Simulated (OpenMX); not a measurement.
## BAs under changes of volume

One of the cells (13.626 Å³/atom); the others are scaled copies at fixed shape and fractional positions:

```
CELL_PARAMETERS angstrom
0.00000 2.38850 2.38850
2.38850 0.00000 2.38850
2.38850 2.38850 0.00000
ATOMIC_POSITIONS crystal
As 0.75000 0.75000 0.75000
B 0.00000 0.00000 0.00000
```

* Program: OpenMX 3.8.5
* Functional: LDA
* Potentials or basis: OpenMX 2013 LDA set, As7.0-s3p2d2, B7.0-s2p2d1, fixed grid of 36 × 36 × 36 points
* k mesh: 11 × 11 × 11
* Occupations: fermi-dirac, width 0.05 eV
* Spin: no spin polarisation

```csv
volume (Å³/atom),energy over the lowest point (meV/atom),gap on the mesh (eV)
12.809,8.42,1.17
13.081,1.61,1.19
13.354,0.00,1.20
13.626,3.81,1.22
13.899,?,?
14.171,24.28,1.25
14.444,40.33,1.27
```

Problem. What does the run at 13.899 Å³/atom give?

Solution. Energy over the lowest point 12.17 meV/atom; gap on the mesh 1.23 eV.

Worked out: A Birch-Murnaghan fit of order 3 (a polynomial in V^(-2/3)) to the other rows has its minimum at 13.29 Å³/atom with B0 = V·E''(V) = 148 GPa and B' = 3.9. It gives 11.98 meV/atom at 13.899 Å³/atom, against the run's 12.17. A straight line through the other rows of the gap, of slope 0.814 eV per unit of ln V, gives 1.24 eV, against the run's 1.23.

Energies are extrapolated to zero smearing.

Caveats: the basis has few d functions beyond the semicore shells, which can make volumes several per cent too large; an odd mesh through Γ misses points on the zone boundary, where band edges often lie; the basis of atomic orbitals isn't converged, which shifts pressures, moduli and gaps. Spin-orbit coupling on As is left out.
